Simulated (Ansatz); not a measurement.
Run on Hf (beta tin type): DFT, PBE, PAW with Ansatz's default frozen-core files, scalar-relativistic (Ansatz 0.2.0). This run: volume at 0.95 of the series' base cell.

The cell comes from a relaxation on PAW files under the same functional, begun from a prototype that needn't be the stable phase.

Command: `ansatz run input.yaml --threads 1 --pin off --max-ram 2048MiB --backend cpu --events-out ev --progress --plain --runs-dir out` It took 14 s on 1 thread of Intel(R) Xeon(R) 6975P-C (Granite Rapids) (shared host), peak memory 0.56 GiB.

```yaml
crystal:
  lattice:
    - [-2.7334440183, 2.7334440183, 1.482037103]
    - [2.7334440183, -2.7334440183, 1.482037103]
    - [2.7334440183, 2.7334440183, -1.482037103]
  atoms:
    - { symbol: Hf, position: [-0.375, -0.125, -0.25] }
    - { symbol: Hf, position: [0.375, 0.125, 0.25] }
kpoints:
  mp_grid: { grid: [14, 14, 14] }
scf:
  occupations: { method: fermi_dirac, width: 0.05 }
hamiltonian:
  xc: pbe
  pseudopotentials: { kind: paw }
output:
  forces: true
  stress: true
  eigenvalues: true
  populations: true
  write_density: true
  write_potential: true
  elf: true
  volumetric_format: npy
```

Output:

```
Engine: ansatz 0.2.0
Pseudopotentials: kind: paw
Pseudopotential: Hf, paw, valence charge 26, recommended cutoff 420 eV (normal), Hf.paw.azcp
Functional definition: PBE
  parameter kappa = 0.804
  parameter beta = 0.06672455060314922
  exchange = pbe_x(kappa = kappa, mu = beta*pi^2/3)
  correlation = pbe_c(beta = beta)
Crystal: 2 atoms, lattice volume = 44.293 Å³
Basis set: ecut = 420 eV, 845 PW (Γ), exchange–correlation on 60×60×60 points (8 copies of the dense FFT grid, shifted against one another)
Bands: 32, of which v1, the nominal top of the filled ones, is band 26 counted from 1 (25 counted from 0)
Symmetry: 16 space group operations
Space group: I41/amd (ITA 141), of the structure as read, at distance tolerance 3.5e-5 Å
k-points: 244 of 2744
Non-local potential: Hf, projectors of the file, l = 0: 3, l = 1: 2, l = 2: 2, l = 3: 3
PAW form: soft (Blöchl's): semilocal exchange-correlation on the pseudo side does not see the compensation charge
PAW one-centre angular grid: Hf, 590 points (default); XC on 64 Gauss nodes
Initial density: superposition of atomic densities (neutral atoms: chi_scale 0, normalization atom), corrected by the library's trained network
Initial wavefunctions: pseudopotential atomic-orbital guess
Functional: x = pbe(κ = 0.804, μ = 0.2195149727645171), c = pbe(β = 0.06672455060314922)
SCF iter   1: F=—  HF=-31441.381297 eV  |F-HF|=—  |Δ(HF+E_count)|=         —  Δρ=3.80e-3  dr2=4.03e-3  ethr=1.77e-3  ⟨swp⟩=5.3  Hψ=26379  notcnv=0  defer=4
preconditioner: auto → Kerker (q_TF=auto, 2.802 Å⁻¹)  [metal: Δε(μ)=0.001 eV  Ē_g=17.474 eV  σ=0.050 eV  W_gap=0.01  n_scr=16 (ndim 8)  ℏωp=38.7 eV  f_vac=0.000  D(μ)=2.25/eV (n_scr^D=16)]
SCF iter   2: F=—  HF=-31441.381125 eV  |F-HF|=—  |Δ(HF+E_count)|=   1.72e-4  Δρ=2.30e-3  dr2=1.54e-3  ethr=7.75e-6  ⟨swp⟩=2.0  Hψ=11470  notcnv=0  defer=37
SCF iter   3: F=—  HF=-31441.381175 eV  |F-HF|=—  |Δ(HF+E_count)|=   5.00e-5  Δρ=3.35e-4  dr2=3.78e-5  ethr=2.95e-6  ⟨swp⟩=2.0  Hψ=9499  notcnv=0  defer=37
SCF iter   4: F=—  HF=-31441.381192 eV  |F-HF|=—  |Δ(HF+E_count)|=   1.74e-5  Δρ=8.39e-5  dr2=1.73e-6  ethr=7.27e-8  ⟨swp⟩=2.6  Hψ=14157  notcnv=0  defer=37
SCF iter   5: F=—  HF=-31441.381193 eV  |F-HF|=—  |Δ(HF+E_count)|=   9.27e-7  Δρ=3.43e-5  dr2=3.39e-7  ethr=3.32e-9  ⟨swp⟩=2.3  Hψ=14296  notcnv=0  defer=37
SCF iter   6: F=-31441.381193 eV  HF=-31441.381193 eV  |F-HF|=4.34e-8  |Δ(HF+E_count)|=   5.64e-7  Δρ=1.33e-5  dr2=4.42e-8  ethr=1.92e-10  ⟨swp⟩=12.9  Hψ=76639  notcnv=0
SCF 1 converged in 6 iterations: F = -31441.381193 eV  dr2 = 4.42e-8
  greatest PAW one-centre occupation: 0.998 electrons in one spin orbital (limit 2), on the Hf atom at site 1 (counted from 0), in its partial waves of l = 0
SCF converged after 6 iterations
Free energy (F): -31441.381193 eV
Harris-Foulkes:  -31441.381193 eV  (|F-HF|=4.34e-8)
Internal energy: -31441.362305 eV  (E = F + TS)
E sigma→0 (E₀):  -31441.371749 eV
Entropy (-TS):   -0.018888 eV (-9.444 meV/atom)
Fermi energy:    19.668340 eV
--- Per-component energies (eV) ---
  E_band       = 79.396586
  E_kinetic    = 854.827903
  E_local      = -10290.178794  (includes V_loc(G=0)·N_el)
  E_nonlocal   = -2488.240407
  E_hartree    = 4848.298970
  E_xc         = -601.810431
  E_vxc        = -534.546865  (∫ρ·V_xc dr)
  E_paw        = -13856.813332  (= ΣΔE_a)
  E_vpaw       = 2840.940605  (= ΣTr[D̂ρ^β])
  E_aug_tail   = -0.000003  (compensation charges beyond the density's cutoff)
  E_ewald      = -9907.446212
  E_smearing   = -0.018888  (= −TS)
  E_closure    = 0.000000  (closes the sum)
  Σ components = -31441.381193   (vs F -31441.381193, Δ=0.00e0)
--- Forces (eV/Å), atoms counted from 1 ---
  atom   1  Hf     0.00000000     0.00000000     0.00000000
  atom   2  Hf    -0.00000000     0.00000000    -0.00000000
  max |Σ_I F_I| component: 8.33e-17 eV/Å
--- Stress (GPa, compression-positive) ---
        4.862214      -0.000000       0.000000
       -0.000000       4.862214      -0.000000
        0.000000      -0.000000       4.862280
  P = ⅓ Tr σ = 4.8622 GPa (48.622 kbar)
--- Band table (eV; the first three rows and the last of 244) ---
  k-point 0: bands = ["-41.9021", "-41.7278", "-11.0592", "-11.0592", "-10.0822", "-10.0739", "-10.0739", "-10.0681", "8.1925", "8.1925", "8.2040", "8.2040", "8.2068", "8.2068", "8.2109", "8.2109", "8.2219", "8.2259", "8.2294", "8.2341", "8.2609", "8.2746", "12.8165", "16.5751", "18.5983", "18.6488", "19.9126", "23.7011", "23.7011", "23.8044", "23.8044", "25.4103"]
  k-point 1: bands = ["-41.8999", "-41.7300", "-11.0495", "-11.0490", "-10.1257", "-10.0894", "-10.0669", "-10.0435", "8.1915", "8.1920", "8.2009", "8.2029", "8.2055", "8.2056", "8.2058", "8.2093", "8.2270", "8.2285", "8.2301", "8.2377", "8.2625", "8.2754", "12.8969", "16.6327", "18.6093", "18.6391", "19.8694", "23.7388", "23.7696", "23.8571", "23.8695", "25.0721"]
  k-point 2: bands = ["-41.8935", "-41.7364", "-11.0206", "-11.0188", "-10.1863", "-10.1345", "-10.0632", "-10.0209", "8.1874", "8.1905", "8.1934", "8.2002", "8.2002", "8.2029", "8.2045", "8.2054", "8.2296", "8.2317", "8.2387", "8.2452", "8.2667", "8.2774", "13.1345", "16.7914", "18.5079", "18.7622", "19.7566", "23.8326", "23.9277", "24.0079", "24.0311", "24.3746"]
  k-point 243: bands = ["-41.8138", "-41.8138", "-11.2364", "-11.2364", "-10.0812", "-10.0812", "-9.9578", "-9.9578", "8.1412", "8.1412", "8.1981", "8.1981", "8.2081", "8.2081", "8.2226", "8.2226", "8.2286", "8.2286", "8.2649", "8.2649", "8.2654", "8.2654", "16.3944", "16.3944", "19.8849", "19.8849", "19.9596", "19.9596", "23.1053", "23.1053", "24.4764", "24.4764"]
--- Löwdin populations: 2 sites ---
  site symbol       q [e]
     0     Hf     25.9439
     1     Hf     25.9439
  spilling = 0.002157 (of n_electrons = 52.000000)
```

populations.tsv:

```
# site	symbol	l	j	q
# orbitals = lowdin
# n_electrons = 52.000000
# spilling = 0.002157
0	Hf	0_5S	-	1.946605
0	Hf	0_6S	-	0.815956
0	Hf	1_5P	-	5.956535
0	Hf	2_5D	-	3.232374
0	Hf	3_4F	-	13.992456
1	Hf	0_5S	-	1.946605
1	Hf	0_6S	-	0.815956
1	Hf	1_5P	-	5.956535
1	Hf	2_5D	-	3.232374
1	Hf	3_4F	-	13.992456
```

Next run (shape and atoms relaxed at 0.85 of the base cell's volume), as changes to the input before:

```diff
   lattice:
-    - [-2.7334440183, 2.7334440183, 1.482037103]
-    - [2.7334440183, -2.7334440183, 1.482037103]
-    - [2.7334440183, 2.7334440183, -1.482037103]
+    - [-2.6375806849, 2.6375806849, 1.4241746688]
+    - [2.6375806849, -2.6375806849, 1.4241746688]
+    - [2.6375806849, 2.6375806849, -1.4241746688]
   atoms:
   stress: true
-  eigenvalues: true
-  populations: true
   write_density: true
   volumetric_format: npy
+relax:
+  f_tol: 0.005
+  max_steps: 30
+  cell: { stress_tol: 0.08, fix: [volume] }
```

Command: `ansatz run input.yaml --threads 1 --pin off --max-ram 2048MiB --backend cpu --events-out ev --progress --plain --runs-dir out` It took 34 s on 1 thread of Intel(R) Xeon(R) 6975P-C (Granite Rapids), on a shared host, peak memory 0.59 GiB.

Results part of the output:

```
basis re-selected at this cell: Δ(F+E_penalty+E_count) = +8.240e-6 eV, ΔP = +0.001 GPa vs the last step (what re-selecting the basis moved, of the pressure what is left beyond the Pulay correction that the steps carried, after the strain that the cell walked since its last selection, with what the two solves' SCF thresholds leave and, on support functions, any second-order correction that the steps lacked; it is no measure of the basis error at this ecutwfc). This SCF's stress stands 2.04e-2 GPa from its target on what of the cell is left free (relax.cell.stress_tol is 8.00e-2 GPa) and its largest allowed force component is 2.78e-17 eV/Å (relax.f_tol is 5.00e-3 eV/Å): within both
SCF converged after 5 iterations
Free energy (F): -31441.053946 eV
Harris-Foulkes:  -31441.053946 eV  (|F-HF|=0.00e0)
Internal energy: -31441.035917 eV  (E = F + TS)
E sigma→0 (E₀):  -31441.044931 eV
Entropy (-TS):   -0.018030 eV (-9.015 meV/atom)
Fermi energy:    22.192808 eV
--- Per-component energies (eV) ---
  E_band       = 220.527434
  E_kinetic    = 863.887979
  E_local      = -9690.547658  (includes V_loc(G=0)·N_el)
  E_nonlocal   = -2487.244162
  E_hartree    = 4618.553792
  E_xc         = -605.065834
  E_vxc        = -538.909199  (∫ρ·V_xc dr)
  E_paw        = -13858.945505  (= ΣΔE_a)
  E_vpaw       = 2836.233074  (= ΣTr[D̂ρ^β])
  E_aug_tail   = -0.000003  (compensation charges beyond the density's cutoff)
  E_ewald      = -10281.674526
  E_smearing   = -0.018030  (= −TS)
  E_closure    = 0.000000  (closes the sum)
[... lines left out ...]
  atom   1  Hf     0.00000000    -0.00000000     0.00000000
  atom   2  Hf    -0.00000000     0.00000000    -0.00000000
  max |Σ_I F_I| component: 0.00e0 eV/Å
--- Stress (GPa, compression-positive) ---
       18.754138       0.000000       0.000000
        0.000000      18.754138      -0.000000
        0.000000       0.000000      18.784732
  P = ⅓ Tr σ = 18.7643 GPa (187.643 kbar)
--- Band table (eV; the first three rows and the last of 244) ---
  k-point 0: bands = ["-39.1763", "-38.8979", "-8.5373", "-8.5373", "-7.2027", "-7.1831", "-7.1711", "-7.1711", "10.9764", "10.9764", "10.9887", "10.9887", "10.9910", "10.9910", "10.9923", "10.9923", "11.0085", "11.0224", "11.0250", "11.0273", "11.0679", "11.0873", "15.0651", "18.5252", "20.9211", "21.0998", "22.4144", "26.4580", "26.4580", "26.6234", "26.6234", "29.0182"]
  k-point 1: bands = ["-39.1728", "-38.9014", "-8.5245", "-8.5234", "-7.2543", "-7.1935", "-7.1813", "-7.1378", "10.9739", "10.9756", "10.9834", "10.9850", "10.9875", "10.9890", "10.9906", "10.9913", "11.0174", "11.0238", "11.0281", "11.0305", "11.0701", "11.0883", "15.1575", "18.5960", "20.9707", "21.0552", "22.3613", "26.5048", "26.5458", "26.6884", "26.7071", "28.5965"]
  k-point 2: bands = ["-39.1625", "-38.9117", "-8.4861", "-8.4824", "-7.3374", "-7.2587", "-7.1763", "-7.1085", "10.9646", "10.9720", "10.9734", "10.9812", "10.9841", "10.9841", "10.9864", "10.9893", "11.0271", "11.0301", "11.0317", "11.0416", "11.0758", "11.0911", "15.4295", "18.7965", "20.9399", "21.1199", "22.2241", "26.6349", "26.7758", "26.8750", "26.9170", "27.7440"]
  k-point 243: bands = ["-39.0350", "-39.0350", "-8.7999", "-8.7999", "-7.2027", "-7.2027", "-7.0030", "-7.0030", "10.8953", "10.8953", "10.9835", "10.9835", "10.9983", "10.9983", "11.0169", "11.0169", "11.0181", "11.0181", "11.0672", "11.0672", "11.0727", "11.0727", "18.8303", "18.8303", "22.4119", "22.4119", "22.8490", "22.8490", "25.9417", "25.9417", "27.4806", "27.4806"]
--- Relaxed structure (3 steps of the walk, 3 accepted, 1 SCFs on fresh bases) ---
  F+E_penalty+E_count = -31441.05394619 eV   max|allowed force component| = 2.776e-17 eV/Å   (the final SCF, on the basis selected at the relaxed cell)
  cell:  # Å, volume = 39.6310 Å³
    - [-2.6269914605926115, 2.6269914605926115, 1.4356793122675369]
    - [2.6269914605926115, -2.6269914605926115, 1.4356793122675369]
    - [2.6269914605926115, 2.6269914605926115, -1.4356793122675369]
  atoms:
    - { symbol: Hf, position: [-0.375, -0.12499999999999997, -0.24999999999999997] }
    - { symbol: Hf, position: [0.375, 0.12499999999999997, 0.24999999999999997] }
```

Next run (volume at 0.85 of the series' base cell), as changes to the input before:

```diff
   lattice:
-    - [-2.6375806849, 2.6375806849, 1.4241746688]
-    - [2.6375806849, -2.6375806849, 1.4241746688]
-    - [2.6375806849, 2.6375806849, -1.4241746688]
+    - [-2.6269914606, 2.6269914606, 1.4356793123]
+    - [2.6269914606, -2.6269914606, 1.4356793123]
+    - [2.6269914606, 2.6269914606, -1.4356793123]
   atoms:
   stress: true
+  eigenvalues: true
+  populations: true
   write_density: true
   volumetric_format: npy
-relax:
-  f_tol: 0.005
-  max_steps: 30
-  cell: { stress_tol: 0.08, fix: [volume] }
```

Results part of the output:

```
SCF 1 converged in 6 iterations: F = -31441.053946 eV  dr2 = 2.55e-8
  greatest PAW one-centre occupation: 0.998 electrons in one spin orbital (limit 2), on the Hf atom at site 1 (counted from 0), in its partial waves of l = 0
SCF converged after 6 iterations
Free energy (F): -31441.053946 eV
Harris-Foulkes:  -31441.053946 eV  (|F-HF|=6.04e-9)
Internal energy: -31441.035916 eV  (E = F + TS)
E sigma→0 (E₀):  -31441.044931 eV
Entropy (-TS):   -0.018030 eV (-9.015 meV/atom)
Fermi energy:    22.192761 eV
--- Per-component energies (eV) ---
  E_band       = 220.517671
  E_kinetic    = 863.888689
  E_local      = -9690.554711  (includes V_loc(G=0)·N_el)
  E_nonlocal   = -2487.250043
  E_hartree    = 4618.560100
  E_xc         = -605.066039
  E_vxc        = -538.909408  (∫ρ·V_xc dr)
  E_paw        = -13858.939383  (= ΣΔE_a)
  E_vpaw       = 2836.225264  (= ΣTr[D̂ρ^β])
  E_aug_tail   = -0.000003  (compensation charges beyond the density's cutoff)
  E_ewald      = -10281.674526
  E_smearing   = -0.018030  (= −TS)
  E_closure    = -0.000000  (closes the sum)
  Σ components = -31441.053946   (vs F -31441.053946, Δ=0.00e0)
--- Forces (eV/Å), atoms counted from 1 ---
  atom   1  Hf    -0.00000000    -0.00000000     0.00000000
  atom   2  Hf    -0.00000000    -0.00000000     0.00000000
  max |Σ_I F_I| component: 1.80e-16 eV/Å
--- Stress (GPa, compression-positive) ---
       18.754064       0.000000       0.000000
        0.000000      18.754064       0.000000
       -0.000000      -0.000000      18.783878
  P = ⅓ Tr σ = 18.7640 GPa (187.640 kbar)
--- Band table (eV; the first three rows and the last of 244) ---
  k-point 0: bands = ["-39.1765", "-38.8981", "-8.5374", "-8.5374", "-7.2028", "-7.1832", "-7.1712", "-7.1712", "10.9762", "10.9762", "10.9884", "10.9884", "10.9907", "10.9907", "10.9920", "10.9920", "11.0083", "11.0221", "11.0247", "11.0271", "11.0676", "11.0870", "15.0651", "18.5252", "20.9210", "21.0997", "22.4144", "26.4580", "26.4580", "26.6233", "26.6233", "29.0181"]
  k-point 1: bands = ["-39.1730", "-38.9016", "-8.5246", "-8.5235", "-7.2544", "-7.1936", "-7.1815", "-7.1379", "10.9736", "10.9753", "10.9831", "10.9847", "10.9872", "10.9887", "10.9903", "10.9910", "11.0172", "11.0235", "11.0278", "11.0302", "11.0698", "11.0881", "15.1575", "18.5960", "20.9706", "21.0551", "22.3612", "26.5047", "26.5458", "26.6883", "26.7071", "28.5964"]
  k-point 2: bands = ["-39.1627", "-38.9118", "-8.4862", "-8.4825", "-7.3375", "-7.2588", "-7.1764", "-7.1086", "10.9643", "10.9717", "10.9731", "10.9810", "10.9838", "10.9839", "10.9861", "10.9891", "11.0268", "11.0298", "11.0314", "11.0414", "11.0755", "11.0908", "15.4295", "18.7966", "20.9398", "21.1198", "22.2240", "26.6348", "26.7758", "26.8750", "26.9169", "27.7439"]
  k-point 243: bands = ["-39.0351", "-39.0351", "-8.8000", "-8.8000", "-7.2028", "-7.2028", "-7.0031", "-7.0031", "10.8951", "10.8951", "10.9832", "10.9832", "10.9981", "10.9981", "11.0166", "11.0166", "11.0178", "11.0178", "11.0670", "11.0670", "11.0724", "11.0724", "18.8302", "18.8302", "22.4118", "22.4118", "22.8490", "22.8490", "25.9417", "25.9417", "27.4805", "27.4805"]
--- Löwdin populations: 2 sites ---
  site symbol       q [e]
     0     Hf     25.9597
     1     Hf     25.9597
  spilling = 0.001550 (of n_electrons = 52.000000)
```

Next run (shape and atoms relaxed at 0.75 of the base cell's volume), as changes to the input before:

```diff
   lattice:
-    - [-2.6269914606, 2.6269914606, 1.4356793123]
-    - [2.6269914606, -2.6269914606, 1.4356793123]
-    - [2.6269914606, 2.6269914606, -1.4356793123]
+    - [-2.5298020084, 2.5298020084, 1.3659790421]
+    - [2.5298020084, -2.5298020084, 1.3659790421]
+    - [2.5298020084, 2.5298020084, -1.3659790421]
   atoms:
   stress: true
-  eigenvalues: true
-  populations: true
-  write_density: true
-  write_potential: true
-  elf: true
-  volumetric_format: npy
+relax:
+  f_tol: 0.005
+  max_steps: 30
+  cell: { stress_tol: 0.15, fix: [volume] }
```

Results part of the output:

```
basis re-selected at this cell: Δ(F+E_penalty+E_count) = +1.993e-5 eV, ΔP = -0.000 GPa vs the last step (what re-selecting the basis moved, of the pressure what is left beyond the Pulay correction that the steps carried, after the strain that the cell walked since its last selection, with what the two solves' SCF thresholds leave and, on support functions, any second-order correction that the steps lacked; it is no measure of the basis error at this ecutwfc). This SCF's stress stands 1.62e-2 GPa from its target on what of the cell is left free (relax.cell.stress_tol is 1.50e-1 GPa) and its largest allowed force component is 2.08e-17 eV/Å (relax.f_tol is 5.00e-3 eV/Å): within both
SCF converged after 5 iterations
Free energy (F): -31440.202661 eV
Harris-Foulkes:  -31440.202661 eV  (|F-HF|=5.82e-11)
Internal energy: -31440.184899 eV  (E = F + TS)
E sigma→0 (E₀):  -31440.193780 eV
Entropy (-TS):   -0.017762 eV (-8.881 meV/atom)
Fermi energy:    25.356973 eV
--- Per-component energies (eV) ---
  E_band       = 393.418522
  E_kinetic    = 875.599705
  E_local      = -8996.761663  (includes V_loc(G=0)·N_el)
  E_nonlocal   = -2485.939473
  E_hartree    = 4357.401799
  E_xc         = -609.096446
  E_vxc        = -544.310122  (∫ρ·V_xc dr)
  E_paw        = -13861.757744  (= ΣΔE_a)
  E_vpaw       = 2830.026453  (= ΣTr[D̂ρ^β])
  E_aug_tail   = -0.000003  (compensation charges beyond the density's cutoff)
  E_ewald      = -10719.631075
  E_smearing   = -0.017762  (= −TS)
  E_closure    = 0.000000  (closes the sum)
  Σ components = -31440.202661   (vs F -31440.202661, Δ=0.00e0)
--- Forces (eV/Å), atoms counted from 1 ---
  atom   1  Hf     0.00000000    -0.00000000     0.00000000
  atom   2  Hf     0.00000000    -0.00000000     0.00000000
  max |Σ_I F_I| component: 2.08e-16 eV/Å
--- Stress (GPa, compression-positive) ---
       41.714854      -0.000000       0.000000
       -0.000000      41.714854      -0.000000
        0.000000       0.000000      41.690525
  P = ⅓ Tr σ = 41.7067 GPa (417.067 kbar)
--- Relaxed structure (3 steps of the walk, 3 accepted, 1 SCFs on fresh bases) ---
  F+E_penalty+E_count = -31440.20266108 eV   max|allowed force component| = 2.082e-17 eV/Å   (the final SCF, on the basis selected at the relaxed cell)
  cell:  # Å, volume = 34.9685 Å³
    - [-2.5166996569565976, 2.5166996569565976, 1.3802390879366102]
    - [2.5166996569565976, -2.5166996569565976, 1.3802390879366102]
    - [2.5166996569565976, 2.5166996569565976, -1.3802390879366102]
  atoms:
    - { symbol: Hf, position: [-0.375, -0.12499999999999999, -0.25] }
    - { symbol: Hf, position: [0.375, 0.12499999999999999, 0.25] }
```

Spin–orbit coupling is left out, which matters for the heavy atoms.
